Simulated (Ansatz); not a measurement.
# Mn3Sn: the cost of one run

Program: Ansatz 0.2.0. Level of theory: DFT r2SCAN, scalar-relativistic, plane waves, PAW. These are calculated values, not measurements.

**1. The starting structure**

Symmetry: P6_3/mmc, No. 194, hexagonal system. The conventional cell has a = 5.670 Å, b = 5.670 Å, c = 4.530 Å, α = 90.00°, β = 90.00°, γ = 120.00°. Mn (site symmetry mm2) is surrounded by 4 Sn at 2.79 to 2.84 Å and 8 Mn at 2.80 to 2.84 Å. Sn (site symmetry -6m2) is surrounded by 12 Mn at 2.79 to 2.84 Å.

As a file:

```xyz
8
Lattice="5.6700 0.0000 0.0000 -2.8350 4.9104 0.0000 0.0000 0.0000 4.5300" Properties=species:S:1:pos:R:3 pbc="T T T"
Mn    2.8350    3.2703    1.1325
Mn   -1.4147    4.0903    3.3975
Mn    1.4203    0.8200    1.1325
Mn    0.0000    1.6401    3.3975
Mn    4.2497    0.8200    1.1325
Mn    1.4147    4.0903    3.3975
Sn    0.0000    3.2736    1.1325
Sn    2.8350    1.6368    3.3975
```

(A quick probe on a coarse mesh, which set the mesh and smearing, is not shown.)

**3. The relaxation**

The input, input.yaml:

```yaml
crystal:
  lattice:
    - [5.6699982509, 0.0, 0.0]
    - [-2.8349991254, 4.9103625247, 0.0]
    - [0.0, 0.0, 4.53]
  atoms:
    - { symbol: Mn, position: [0.833, 0.666, 0.25], spin: 4.01 }
    - { symbol: Mn, position: [0.167, 0.833, 0.75], spin: 4.01 }
    - { symbol: Mn, position: [0.334, 0.167, 0.25], spin: 4.01 }
    - { symbol: Mn, position: [0.167, 0.334, 0.75], spin: 4.01 }
    - { symbol: Mn, position: [0.833, 0.167, 0.25], spin: 4.01 }
    - { symbol: Mn, position: [0.666, 0.833, 0.75], spin: 4.01 }
    - { symbol: Sn, position: [0.3333333333, 0.6666666667, 0.25], spin: -0.17 }
    - { symbol: Sn, position: [0.6666666667, 0.3333333333, 0.75], spin: -0.17 }
basis:
  ecutwfc: 500
kpoints:
  mp_grid: { grid: [12, 12, 8] }
hamiltonian:
  xc: r2scan
scf:
  occupations: { method: gaussian, width: 0.1 }
output:
  forces: true
  stress: true
  eigenvalues: true
  populations: true
magnetization:
  spin_polarized: true
relax:
  adjacent_minimum: "off"
  f_tol: 0.01
  max_steps: 80
  cell: { stress_tol: 0.05 }
```

Run with:

```
$ ansatz run input.yaml --threads 1 --pin off --max-ram 3072MiB --backend cpu --events-out ev --progress --plain --runs-dir out
```

**Question.** How long does this run take on 1 thread of Arm Neoverse V2, shared host, and how much memory does it need?

About 30 min, with a peak of 2.1 GiB.
